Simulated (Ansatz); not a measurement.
# TaC (100): surface bands without and with spin-orbit coupling

Which states of the TaC (100) slab sit at its faces? Bands are computed with their weight on the outer planes, first scalar-relativistic and then with spin-orbit coupling at the same geometry.

Computed with Ansatz 0.2.0 (DFT PBE, scalar-relativistic, plane waves, PAW, unless a step's input says otherwise).

2 further runs of the same task are left out: 2 set aside as unsound or not needed.

## (1) The system as given

The structure is tetragonal, space group P4/mmm (No. 123). Conventional cell: a = 3.164 Å, b = 3.164 Å, c = 23.951 Å, α = 90.00°, β = 90.00°, γ = 90.00°. Around Ta (site symmetry 4mm) lie 5 C at 2.11 to 2.25 Å. C (site symmetry 4mm) is surrounded by 5 Ta at 2.25 to 2.32 Å. Around Ta (site symmetry 4mm) lie 6 C at 2.23 to 2.32 Å. Around C (site symmetry 4mm) lie 6 Ta at 2.11 to 2.24 Å. Around Ta (site symmetry 4/mmm) lie 6 C at 2.24 Å. C (site symmetry 4/mmm) is surrounded by 6 Ta at 2.23 to 2.24 Å.

Coordinates:

```cif
data_structure
_symmetry_space_group_name_H-M 'P4/mmm'
_symmetry_Int_Tables_number 123
_cell_length_a 3.1645
_cell_length_b 3.1645
_cell_length_c 23.9505
_cell_angle_alpha 90.000
_cell_angle_beta 90.000
_cell_angle_gamma 90.000
_cell_volume 239.84
loop_
_atom_site_label
_atom_site_type_symbol
_atom_site_symmetry_multiplicity
_atom_site_Wyckoff_symbol
_atom_site_fract_x
_atom_site_fract_y
_atom_site_fract_z
_atom_site_occupancy
Ta1 Ta 2 h 0.50000 0.50000 0.31841 1
C1 C 2 g 0.00000 0.00000 0.30991 1
Ta2 Ta 2 g 0.00000 0.00000 0.40672 1
C2 C 2 h 0.50000 0.50000 0.40650 1
Ta3 Ta 1 d 0.50000 0.50000 0.50000 1
C3 C 1 b 0.00000 0.00000 0.50000 1
```

Miller indices refer to the conventional cell of the relaxed bulk, Fm-3m (No. 225): a = 4.475 Å, b = 4.475 Å, c = 4.475 Å, α = 90.00°, β = 90.00°, γ = 90.00°.

As cut, it was a (100) slab, 9.0 Å thick as cut, with 15 Å of vacuum; its outer planes are TaC (top) and TaC (bottom); it was relaxed in an earlier run.

## (2) Scalar-relativistic bands

The cell repeats along c, and a dipole correction in the vacuum removes the field between the copies.

Contents of input.yaml:

```yaml
crystal:
  lattice:
    - [3.1644852995, 0.0, 0.0]
    - [0.0, 3.1644852995, 0.0]
    - [0.0, 0.0, 23.9505160569]
  atoms:
    - { symbol: Ta, position: [0.5, 0.5, 0.3184108845] }
    - { symbol: C, position: [0.0, 0.0, 0.3099089852] }
    - { symbol: Ta, position: [0.0, 0.0, 0.4067224601] }
    - { symbol: C, position: [0.5, 0.5, 0.4064959368] }
    - { symbol: Ta, position: [0.5, 0.5, 0.4999999985] }
    - { symbol: C, position: [0.0, 0.0, 0.5000000002] }
    - { symbol: Ta, position: [0.0, 0.0, 0.5932775391] }
    - { symbol: C, position: [0.5, 0.5, 0.5935040614] }
    - { symbol: Ta, position: [0.5, 0.5, 0.681589117] }
    - { symbol: C, position: [0.0, 0.0, 0.6900910172] }
basis:
  ecutwfc: 420
kpoints:
  mp_grid: { grid: [11, 11, 1] }
  band_path:
    path: [[0.5, 0, 0], [0, 0, 0], [0.5, 0.5, 0], [0.5, 0, 0]]
    npoints: 12
hamiltonian:
  xc: pbe
scf:
  occupations: { method: gaussian, width: 0.1 }
  n_extra_bands: 26
output:
  forces: true
  eigenvalues: true
  populations: true
  fatbands: true
  write_density: true
  write_potential: true
  elf: true
  volumetric_format: npy
efield:
  axis: 3
  dipole_correction: true
  ramp_width: 0.04
```

Launch:

```
$ ansatz run input.yaml --threads 2 --pin off --max-ram 5120MiB --backend cpu --events-out ev --progress --plain --runs-dir out
```

## (3) The same slab, spin-orbit coupling on

input.yaml: that of step 2 with these lines changed.

```diff
@@ -27,3 +27,3 @@
   occupations: { method: gaussian, width: 0.1 }
-  n_extra_bands: 26
+  n_extra_bands: 52
 output:
@@ -37,2 +37,5 @@
   volumetric_format: npy
+magnetization:
+  noncollinear: true
+  spin_orbit: true
 efield:
```

## (4) Bulk reference, spin-orbit coupling on

Contents of input.yaml:

```yaml
crystal:
  lattice:
    - [3.1644852995, 0.0, 0.0]
    - [0.0, 3.1644852995, 0.0]
    - [1.5822426497, 1.5822426497, 2.2376290143]
  atoms:
    - { symbol: Ta, position: [0.0, 0.0, 0.0] }
    - { symbol: C, position: [0.5, 0.5, 0.0] }
basis:
  ecutwfc: 420
kpoints:
  mp_grid: { grid: [11, 11, 15] }
hamiltonian:
  xc: pbe
scf:
  occupations: { method: gaussian, width: 0.1 }
output:
  forces: true
  stress: true
  eigenvalues: true
magnetization:
  noncollinear: true
  spin_orbit: true
```

(Steps that only read results are left out.)

**Question.** What will these runs give? Wanted: work function, top face; gap of the slab on the mesh; gap of the bulk on the mesh; surface energy.

The runs gave:

```
                                        quantity                                                 value
    work function, top face (scalar, spin-orbit)                                      3.63 eV, 3.65 eV
gap of the slab on the mesh (scalar, spin-orbit)  none (metal or semimetal), none (metal or semimetal)
gap of the bulk on the mesh (scalar, spin-orbit)  none (metal or semimetal), none (metal or semimetal)
             surface energy (scalar, spin-orbit)                                  1.56 J/m², 1.54 J/m²
```

**Reading.** The two outermost planes of each face hold 80 % of the atoms of so thin a slab, so the shares can't tell surface states from bulk-like ones. Spin-orbit coupling changes the work function by +0.021 eV. The share is a threshold, so a state just under it isn't absent; the pictures show the weights themselves.
